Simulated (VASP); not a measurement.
The system is AlN.

```
Al N
1.0
     0.00000    2.18399    2.18399
     2.18399    0.00000    2.18399
     2.18399    2.18399    0.00000
Al N
1 1
Direct
  0.00000 0.00000 0.00000
  0.25000 0.25000 0.25000
```

Measurements of this composition are mostly on another form, of space group No. 186.

Program: VASP 6.6.1. Alike in all runs: potentials or basis VASP PAW PBE potentials, release 64 (Al, N); no spin polarisation; cell as given; cutoff (eV) 520.

Q: Order these runs on this cell by their pressure, lowest first.
A. level PBE; k mesh 10 × 10 × 10; smearing fermi-dirac 0.05 eV
B. level HSE03; k mesh 8 × 8 × 8; smearing gaussian 0.02 eV; ladder gaps; grid for exact exchange (PRECFOCK) Fast
C. level r2SCAN-EpsX; k mesh 8 × 8 × 8; smearing gaussian 0.02 eV; ladder gaps; grid for exact exchange (PRECFOCK) Fast; exchange at q = 0 truncated; share of exact exchange 0.2185

A: C (-2.7 GPa), B (-0.3 GPa), A (4.6 GPa).

Caveats: the PAW data sets were made with another functional, which shifts forces and pressure a little (some runs).

Not every run made on this cell is shown here.
